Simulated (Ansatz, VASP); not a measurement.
C in VASP and in Ansatz

Contents of INCAR:

```
PREC = Accurate
ENCUT = 520
EDIFF = 1E-6
ISMEAR = -1
SIGMA = 0.02
LREAL = F
LASPH = T
NELM = 100
ALGO = Normal
ISIF = 2
LWAVE = F
LCHARG = F
LDIPOL = T
IDIPOL = 3
DIPOL = 0.5 0.5 0.500
IBRION = 2
NSW = 32
EDIFFG = -0.01
```

The input KPOINTS:

```
regular mesh
0
Gamma
  14 14 1
```

The input POSCAR:

```
C
1.0
    2.4973051747      0.0000000000      0.0000000000
   -1.2486525873      2.1627297223      0.0000000000
    0.0000000000      0.0000000000     16.5098000000
C
2
Direct
    0.8333333333      0.1666666667      0.5000058825
    0.1666666667      0.8333333333      0.4999941175
```

Input for Ansatz:

```yaml
crystal:
  lattice:
    - [2.4973051747, 0.0, 0.0]
    - [-1.2486525873, 2.1627297223, 0.0]
    - [0.0, 0.0, 16.5098]
  atoms:
    - { symbol: C, position: [0.8333333333, 0.1666666667, 0.5000058825] }
    - { symbol: C, position: [0.1666666667, 0.8333333333, 0.4999941175] }
kpoints:
  mp_grid: { grid: [14, 14, 1] }
scf:
  occupations: { method: fermi_dirac, width: 0.02 }
hamiltonian:
  xc: lda
  pseudopotentials: { kind: all_electron, lapw: { basis_error: 0.001 } }
output:
  forces: true
  stress: true
  eigenvalues: true
relax:
  f_tol: 0.01
  max_steps: 12
efield:
  axis: 3
  amplitude: 0
  dipole_correction: true
```

Alike in both runs: task relaxation of the atoms; functional LDA; k mesh 14 × 14 × 1; occupations fermi-dirac, width 0.02 eV; no spin polarisation.

|  | VASP | Ansatz |
| --- | --- | --- |
| version | VASP 6.6.1 | Ansatz 0.2.0 |
| potentials or method | VASP PAW LDA potentials, release 64 (C) | all-electron LAPW, scalar-relativistic |
| plane-wave cutoff (eV) | 520 | see its input |

```csv
,VASP,Ansatz,Ansatz less VASP
"gap on the k mesh at the Fermi level, each at its own relaxed structure (eV)",1.17,1.17,0.000
```

Ansatz ran all-electron here, so the differences hold the error of VASP's frozen core and of both bases. Ansatz warned: «structure_snapped_to_symmetry».

Caveats: the relaxation stopped at its first step, so nothing moved.
